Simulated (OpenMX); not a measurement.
Sb: band structure with PBE

The system is Sb.

```
CELL_PARAMETERS angstrom
2.15420 1.24373 3.75800
-2.15420 1.24373 3.75800
0.00000 -2.48746 3.75800
ATOMIC_POSITIONS crystal
Sb 0.76651 0.76651 0.76651
Sb 0.23349 0.23349 0.23349
```

```yaml
Program: OpenMX 3.8.5
Task: band structure
Functional: PBE
Potentials_or_basis: OpenMX 2013 PBE set, Sb7.0-s3p2d2f1, grid cutoff 500 Ry
k_mesh: 9 × 9 × 9
Occupations: fermi-dirac, width 0.05 eV
Spin: no spin polarisation
Mixing_scheme: rmm-diisk
SCF_threshold: 1e-08 Ha
Solver: band
Max_SCF_cycles: 100
```

```
Pressure                : 4.6 GPa
Largest force           : 0.410 eV/Å
Band gap along the path : none (metal or under the smearing width)
```

Forces on the atoms (eV/Å):
```
Sb   0.000  0.000 -0.410
Sb   0.000  0.000  0.410
```

Levels at the corners of the path, in eV from the Fermi level:
| point | band 13 | band 14 | band 15 | band 16 | band 17 | band 18 |
| --- | --- | --- | --- | --- | --- | --- |
| Γ | -2.05 | -1.81 | -1.81 | 2.12 | 2.70 | 2.70 |
| L | -1.97 | -1.82 | -0.27 | -0.20 | 0.21 | 0.51 |
| B1|B | -5.04 | -4.89 | -0.74 | 0.69 | 4.75 | 4.82 |
| Z | -1.33 | -1.33 | -0.50 | 0.13 | 0.13 | 1.16 |
| Γ | -2.05 | -1.81 | -1.81 | 2.12 | 2.70 | 2.70 |
| X|Q | -5.35 | -3.20 | -2.94 | 2.82 | 3.20 | 4.33 |
| F | -5.46 | -3.78 | -3.71 | 1.68 | 4.92 | 5.55 |
| P1 | -5.39 | -3.26 | -2.73 | 2.55 | 3.19 | 4.72 |
| Z|L | -1.33 | -1.33 | -0.50 | 0.13 | 0.13 | 1.16 |
| P | -5.39 | -3.26 | -2.73 | 2.55 | 3.19 | 4.72 |

Wall time 100 s on 1 thread of Arm Neoverse V2, with other jobs on the host, peak memory 0.87 GiB.

Caveat: spin-orbit coupling is left out, which moves the levels of the heavy elements; the basis of atomic orbitals isn't converged, which shifts pressures, moduli and gaps.
